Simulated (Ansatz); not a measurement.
ZrO2: the gap from level to level

A database entry relaxed whole under r2SCAN at zero pressure (Fm-3m, No. 225):

```xyz
3
Lattice="0.0000 2.5446 2.5446 2.5446 0.0000 2.5446 2.5446 2.5446 0.0000" Properties=species:S:1:pos:R:3 pbc="T T T"
Zr    0.0000    0.0000    0.0000
O     1.2723    1.2723    1.2723
O     3.8169    3.8169    3.8169
```

Its volume is 10.98 Å³ an atom, +1.1 % against the entry's 10.86, which is old or was flagged in a check.

Single points on this cell with plane-wave PAW DFT (Ansatz 0.2.0; r2SCAN 500 eV, hybrids 420 eV; fermi-dirac occupations of width 0.020 eV; no moments): r2SCAN on a 10×10×10 Γ-centred mesh; HSE06 on a 8×8×8 Γ-centred mesh; PBE0 on a 8×8×8 Γ-centred mesh.

How do gap, pressure and charges move from level to level?

The runs give:

```csv
level,"gap (eV), or kind",pressure (GPa),Bader charge of Zr (e),Bader charge of O (e)
r2SCAN,3.89,0.0,+2.72,-1.36
HSE06,4.98,-2.9,+2.77,-1.38
PBE0,5.73,-2.8,+2.77,-1.39
```

Under r2SCAN the gap is 3.89 eV, over mesh and band path. HSE06 moves it by +1.10 eV and PBE0 by +1.84 eV; PBE0 keeps its exact exchange at long range, which widens the gap over HSE06's by 0.75 eV on their common mesh. The charge on Zr goes from +2.72 to +2.77 e under HSE06.

Caveats: the relaxation kept the start's symmetry; HSE06 is read on its mesh and at the zone's corners, PBE0 on its mesh alone; hybrid pressures are good to a few tenths of a GPa; pressure is positive in compression.
